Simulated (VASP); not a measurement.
**H2: single point with PBEsol**

H2, in a box:

```
CELL_PARAMETERS angstrom
10.00000 0.00000 0.00000
0.00000 10.50000 0.00000
0.00000 0.00000 11.00000
ATOMIC_POSITIONS crystal
H 0.50000 0.50000 0.46636
H 0.50000 0.50000 0.53364
```

```yaml
Program: VASP 6.6.1
Task: single point
Functional: PBEsol
Potentials_or_basis: VASP PAW PBE potentials, release 64 (H)
Cutoff: 520 eV
k_mesh: 1 × 1 × 1
Occupations: gaussian, width 0.02 eV
Spin: no spin polarisation
Further_INCAR_settings: ALGO = Normal; EDIFF = 1e-06; NBANDS = 8
```

The largest force is 0.649 eV/Å and the gap between the frontier levels is 10.07 eV.

Forces on the atoms (eV/Å):
```
H    0.000  0.000 -0.649
H    0.000  0.000  0.649
```

Levels at points of the mesh, in eV from the valence-band top:
```csv
k point,band 1,band 2,band 3,band 4
"(0.00, 0.00, 0.00)",0.00,10.07,10.62,11.13
```

Run time: 65 s on 1 thread of Intel(R) Xeon(R) Platinum 8488C (Sapphire Rapids) (shared host), peak memory 0.79 GiB.

Caveat: the PAW data sets were made with another functional, which shifts forces and pressure a little. Expect the measured gap to be larger: semilocal functionals such as PBEsol lack the derivative discontinuity.
